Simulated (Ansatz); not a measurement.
## Scan of one atom of the cell for GeTe (alpha-GeTe type, space group R3m)

Relaxed GeTe (alpha-GeTe type, space group R3m):

```
GeTe
1.0
    4.22663     2.44024     7.27983
   -2.11331     1.22012     3.63992
    0.00000    -2.44024     3.63992
Ge Te
2 2
Direct
  0.11712   0.23423   0.23423
  0.61712   0.23423   0.23423
  0.38288   0.76577   0.76577
  0.88288   0.76577   0.76577
```

In this cell atom 3 (Te, nearest neighbour Ge at 2.852 Å; its periodic images, 4.2 Å or more away, move with it) is moved by s along Cartesian [111], unit vector (0.577, 0.577, 0.577); all other atoms and the cell stay fixed.

The numbers are results of PBE (plane waves to 420 eV, PAW, scalar-relativistic; Ansatz, a program for electronic structure), not measurements. k mesh 4×8×8 (Γ-centred), Fermi-Dirac smearing 0.05 eV. Energies are smeared free energies. Stress and pressure are positive under compression. F∥ is the force on the atom along that direction. F⊥ is the part of the force across the line. GeTe was relaxed with its symmetry unable to fall. Spin-orbit coupling is left out, though Te is heavy. The zero of ΔE is the undisplaced structure.

```json
[
 {"s (Å)": "-0.570", "ΔE (meV/cell)": "507", "F∥ (eV/Å)": "1.640", "P (GPa)": "0.94", "|F⊥| (eV/Å)": "0.310"},
 {"s (Å)": "-0.456", "ΔE (meV/cell)": "337", "F∥ (eV/Å)": "1.346", "P (GPa)": "0.38", "|F⊥| (eV/Å)": "0.221"},
 {"s (Å)": "-0.342", "ΔE (meV/cell)": "200", "F∥ (eV/Å)": "1.067", "P (GPa)": "-0.01", "|F⊥| (eV/Å)": "0.136"},
 {"s (Å)": "-0.228", "ΔE (meV/cell)": "95", "F∥ (eV/Å)": "0.772", "P (GPa)": "-0.20", "|F⊥| (eV/Å)": "0.069"},
 {"s (Å)": "-0.114", "ΔE (meV/cell)": "26", "F∥ (eV/Å)": "0.428", "P (GPa)": "-0.20", "|F⊥| (eV/Å)": "0.031"},
 {"s (Å)": "0.000", "ΔE (meV/cell)": "0", "F∥ (eV/Å)": "0.008", "P (GPa)": "0.00", "|F⊥| (eV/Å)": "0.012"},
 {"s (Å)": "0.114", "ΔE (meV/cell)": "27", "F∥ (eV/Å)": "-0.504", "P (GPa)": "0.42", "|F⊥| (eV/Å)": "0.027"},
 {"s (Å)": "0.228", "ΔE (meV/cell)": "119", "F∥ (eV/Å)": "-1.115", "P (GPa)": "1.05", "|F⊥| (eV/Å)": "0.108"},
 {"s (Å)": "0.342", "ΔE (meV/cell)": "285", "F∥ (eV/Å)": "-1.826", "P (GPa)": "1.91", "|F⊥| (eV/Å)": "0.258"},
 {"s (Å)": "0.456", "ΔE (meV/cell)": "538", "F∥ (eV/Å)": "-2.628", "P (GPa)": "3.02", "|F⊥| (eV/Å)": "0.507"},
 {"s (Å)": "0.570", "ΔE (meV/cell)": "888", "F∥ (eV/Å)": "-3.509", "P (GPa)": "4.38", "|F⊥| (eV/Å)": "0.899"}
]
```

Key numbers:

The energy at s = 0.570 Å is 888 meV/cell. The force along the line at s = -0.570 Å comes out as 1.64 eV/Å and the force constant k = d²E/ds² at s = 0 (finite differences) is 4.07 eV/Å². Symmetry of the curve: not even: the positive side lies higher at ±0.570 Å. Shape of the curve: a single well with its minimum at or next to zero displacement. Harmonic estimate at the end of the scan: ½ks² = 661 meV/cell against the computed 888 meV/cell, so the well is stiffer than harmonic there.

The 11 points together took around 8 core-minutes (rough).

(A displaced cell: forces are minus the slopes of the energy, force constants its curvatures, and phonons follow from these.)
